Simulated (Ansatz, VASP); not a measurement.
# Cross-check of AlN between VASP and Ansatz

One calculation is typed for both programs; each brings its own data sets. How far apart do they land? The cell is taken from a series of runs on this material, whose earlier steps may have relaxed, scaled, displaced or heated it; both programs get it as it stands.

Method: plane waves, with VASP 6.6.1 beside it; zone-centre phonons at LDA, in Ansatz 0.2.0.

## 1. Set-up

Symmetry: I-4m2, No. 119, tetragonal system. Conventional cell: a = 3.009 Å, b = 3.009 Å, c = 4.433 Å, α = 90.00°, β = 90.00°, γ = 90.00°. N has 4 Al at 1.87 Å nearest. Nearest to Al lie 4 N at 1.87 Å. Farther neighbours and most contacts between anions are not listed.

## 2. Ansatz: zone-centre phonons, LDA, pair 1

Ansatz runs on its PAW soft_1 files.

Second derivatives magnify differences that forces hide, and they need a tight electronic threshold.

input.yaml reads:

```yaml
crystal:
  lattice:
    - [0.0, 2.1276236752, 2.216658418]
    - [2.1276236752, 0.0, 2.216658418]
    - [2.1276236752, 2.1276236752, 0.0]
  atoms:
    - { symbol: "N", position: [0.25, 0.25, 0.25] }
    - { symbol: Al, position: [0.0, 0.0, 0.0] }
kpoints:
  mp_grid: { grid: [12, 12, 12] }
hamiltonian:
  xc: lda
  pseudopotentials: { kind: paw, azcp: { folder: soft_1 }, xc_functional: pbe }
scf:
  occupations: { method: fixed }
output:
  eigenvalues: true
phonons:
  method: dfpt
  dielectric: true
  rigid_motions: translations
```

On the command line:

```sh
$ ansatz run input.yaml --threads 4 --pin off --max-ram 10240MiB --backend cpu --events-out ev --progress --plain --runs-dir out
```

Numbers of over 12 decimals in the logs are rounded to 6 here.

Output:

```text
Engine: ansatz 0.2.0, x86_64-unknown-linux-gnu
Pseudopotentials: kind: paw
Pseudopotential: N, paw, valence charge 5, recommended cutoff 420 eV (normal), soft_1/N.paw.azcp
Pseudopotential: Al, paw, valence charge 3, recommended cutoff 420 eV (normal), soft_1/Al.paw.azcp
Functional definition: SPW92
  exchange = slater_x
  correlation = pw_c
Crystal: 2 atoms, lattice volume = 20.069 Å³
Basis set: ecut = 420 eV, 371 PW (Γ), exchange–correlation on 48×48×48 points (8 copies of the dense FFT grid, shifted against one another)
Bands: 8, of which v1, the nominal top of the filled ones, is band 4 counted from 1 (3 counted from 0)
Symmetry: 8 space group operations
k-points: 868 of 1728 (irreducible under 1 space group operation, time reversal used)
Non-local potential: N, projectors of the file, l = 0: 2, l = 1: 2, l = 2: 1
Non-local potential: Al, projectors of the file, l = 0: 2, l = 1: 2, l = 2: 1
PAW form: soft (Blöchl's): semilocal exchange-correlation on the pseudo side does not see the compensation charge
PAW frozen core: N, regenerated for the run's functional, and the local potential with it (the file was generated under x = pbe(κ = 0.804, μ = 0.219515), c = pbe(β = 0.066725))
PAW frozen core: Al, regenerated for the run's functional, and the local potential with it (the file was generated under x = pbe(κ = 0.804, μ = 0.219515), c = pbe(β = 0.066725))
PAW one-centre angular grid: N, 110 points (default); XC on 64 Gauss nodes
PAW one-centre angular grid: Al, 110 points (default); XC on 64 Gauss nodes
Initial density: superposition of atomic densities (chi_scale 0.1, normalization cell, long waves kept (reshape's long-wave potential 0.00 eV rms))
Initial wavefunctions: pseudopotential atomic-orbital guess
Functional: x = slater, c = lda
SCF iter   1: F=—  HF=-891.362294 eV  |F-HF|=—  |Δ(HF+E_count)|=         —  Δρ=1.40e-1  dr2=4.74e0  ethr=3.10e-3  ⟨swp⟩=4.1  Hψ=45220  notcnv=0  defer=39
preconditioner: auto → none  [insulator: Δε(μ)=5.560 eV  Ē_g=16.814 eV  n_scr=0 (ndim 8)  ℏωp=23.4 eV  f_vac=0.000  ε∞_Penn≈2.9]
SCF iter   2: F=—  HF=-890.037372 eV  |F-HF|=—  |Δ(HF+E_count)|=    1.32e0  Δρ=7.74e-2  dr2=7.22e-1  ethr=3.10e-3  ⟨swp⟩=2.7  Hψ=21627  notcnv=0  defer=1302
SCF iter   3: F=—  HF=-889.816555 eV  |F-HF|=—  |Δ(HF+E_count)|=   2.21e-1  Δρ=2.23e-2  dr2=5.08e-2  ethr=3.10e-3  ⟨swp⟩=2.4  Hψ=15216  notcnv=0  defer=1560
SCF iter   4: F=—  HF=-889.795874 eV  |F-HF|=—  |Δ(HF+E_count)|=   2.07e-2  Δρ=8.20e-4  dr2=4.31e-5  ethr=6.35e-4  ⟨swp⟩=2.0  Hψ=9589  notcnv=0  defer=1734
SCF iter   5: F=—  HF=-889.795845 eV  |F-HF|=—  |Δ(HF+E_count)|=   2.86e-5  Δρ=2.61e-4  dr2=5.15e-6  ethr=5.39e-7  ⟨swp⟩=2.0  Hψ=10402  notcnv=0  defer=1701
SCF iter   6: F=—  HF=-889.795842 eV  |F-HF|=—  |Δ(HF+E_count)|=   3.63e-6  Δρ=2.70e-5  dr2=6.97e-8  ethr=6.44e-8  ⟨swp⟩=2.0  Hψ=10416  notcnv=0  defer=72
SCF iter   7: F=—  HF=-889.795842 eV  |F-HF|=—  |Δ(HF+E_count)|=   5.11e-7  Δρ=4.41e-6  dr2=1.83e-9  ethr=8.71e-10  ⟨swp⟩=2.0  Hψ=9956  notcnv=0  defer=40
SCF iter   8: F=-889.795842 eV  HF=-889.795842 eV  |F-HF|=7.96e-13  |Δ(HF+E_count)|=  2.68e-10  Δρ=1.25e-7  dr2=1.18e-12  ethr=1.25e-12  ⟨swp⟩=5.8  Hψ=30545  notcnv=0
SCF 1 converged in 8 iterations: F = -889.795842 eV  dr2 = 1.18e-12
  greatest PAW one-centre occupation: 0.784 electrons in one spin orbital (limit 2), on the N atom at site 0 (counted from 0), in its partial waves of l = 0
NSCF: frozen V_eff on 3 k-points
DFPT response loops at Γ: preconditioner auto → none (the input reference at scf.mixing.eps_inf says where Resta's filter doesn't serve); β = 0.50; Broyden in place of MSR1
SCF converged after 8 iterations
Free energy (F): -889.795842 eV
Harris-Foulkes:  -889.795842 eV  (|F-HF|=7.96e-13)
Internal energy: -889.795842 eV  (E = F + TS)
E sigma→0 (E₀):  -889.795842 eV
Fermi energy:    7.149292 eV
--- Per-component energies (eV) ---
  E_band       = 15.954042
  E_kinetic    = 157.617416
  E_local      = -206.073534  (includes V_loc(G=0)·N_el)
  E_nonlocal   = 46.938532
  E_hartree    = 75.170972
  E_xc         = -98.381205
  E_vxc        = -107.145338  (∫ρ·V_xc dr)
  E_paw        = -564.806824  (= ΣΔE_a)
  E_vpaw       = -25.725836  (= ΣTr[D̂ρ^β])
  E_aug_tail   = 0.000855  (compensation charges beyond the density's cutoff)
  E_ewald      = -300.397814
  E_core_change = 0.135761  (= ΣΔE_core)
  E_smearing   = -0.000000  (= −TS)
  E_closure    = 0.000000  (closes the sum)
  Σ components = -889.795842   (vs F -889.795842, Δ=0.00e0)
--- Band table (eV; the first three rows and the last of 868) ---
  k-point 0: bands = ["-7.9622", "6.9476", "7.1361", "7.1361", "11.6263", "19.7885", "19.7885", "19.8200"]
  k-point 1: bands = ["-7.8536", "6.4780", "6.9747", "7.1075", "12.0929", "19.4806", "19.9114", "19.9163"]
  k-point 2: bands = ["-7.5382", "5.2084", "6.8425", "7.0334", "13.0025", "18.8021", "19.8531", "20.0832"]
  k-point 867: bands = ["-5.7328", "1.0188", "6.3987", "6.7663", "14.6013", "17.0927", "18.0006", "18.6642"]
--- Phonons (Γ-DFPT): 4 representative perturbations + reference, on 868 of 1728 k-points (Σ response iterations 12) ---
  k mesh reduced under 1 symmetry operation, with k and −k counted as one. Each operation leaves every solved perturbation unchanged. A smaller set is not considered because the run solves the response to a homogeneous field
  ASR residual: 8.403e-5 → 0.000e0 eV/Å²; symmetrization residual: 8.953e-7 eV/Å²
  ASR residual per site (eV/Å²): 8.40e-5 1.77e-5
  Γ frequencies (cm⁻¹): 0.00 0.00 0.00 674.90 674.90 696.30
  ε∞ (high-frequency dielectric tensor):
        4.522768     0.000000     0.000000
        0.000000     4.522768     0.000000
        0.000000    -0.000000     4.503686
  ε⁰ (static dielectric tensor: ions relaxed, cell fixed):
        8.279612    -0.000000    -0.000000
       -0.000000     8.279612    -0.000000
       -0.000000    -0.000000     8.107541
  ε⁰ − ε∞ (ionic part):
        3.756844    -0.000000    -0.000000
       -0.000000     3.756844    -0.000000
       -0.000000    -0.000000     3.603855
  softest optical mode at Γ: 674.90 cm⁻¹; the repairs (sum rule, projections) moved no ω² at Γ by more than (1.32 cm⁻¹)²
  Born effective charges Z* (e; rows j = field, columns β = displacement):
    site 0:
        -2.53671   -0.00000   -0.00000
         0.00000   -2.53671    0.00000
         0.00000    0.00000   -2.56332
    site 1:
         2.53671    0.00000    0.00000
        -0.00000    2.53671   -0.00000
        -0.00000   -0.00000    2.56332
  Z* charge neutrality: 8.711e-6 e pre-enforcement
  k-mesh period / interband length: 36.1 Å / 1.66 Å = 21.72 at k = (-0.5000, -0.5000, 0.0000), direct gap 4.997 eV — 14 or more, which is no proof of convergence
  optical modes at Γ without the LO–TO term, one row a degenerate level:
      ω (cm⁻¹)  modes    IR ((D/Å)²/amu)
        674.90      2            32.2021
        696.30      1            16.4406
  optical modes at Γ + LO–TO along q̂ = [1.0000, 0.0000, 0.0000]:
      ω (cm⁻¹)  modes    IR ((D/Å)²/amu)
        674.90      1            16.1011
        696.30      1            16.4406
        913.14      1            16.1011
  optical modes at Γ + LO–TO along q̂ = [0.0000, 1.0000, 0.0000]:
      ω (cm⁻¹)  modes    IR ((D/Å)²/amu)
        674.90      1            16.1011
        696.30      1            16.4406
        913.14      1            16.1011
  optical modes at Γ + LO–TO along q̂ = [0.0000, 0.0000, 1.0000]:
      ω (cm⁻¹)  modes    IR ((D/Å)²/amu)
        674.90      2            32.2021
        934.24      1            16.4406
```

The column dr2 measures how far the density is from self-consistency, as an energy; F and HF (Harris–Foulkes) agree once it is small.

[end of part 1 of 3]

[Lines on the potential files, build, host, timing and source positions are cut from VASP's logs without a mark.]

[Logs are printed without paths, hosts, clocks, repeated set-up lines and the standing remarks that a program may print on its own settings, such as how far it seeks lower states.]

[Hosts, paths, dates, database ids (printed as entryN), source tags and the programs' standing remarks are cut or masked in the printed files.]
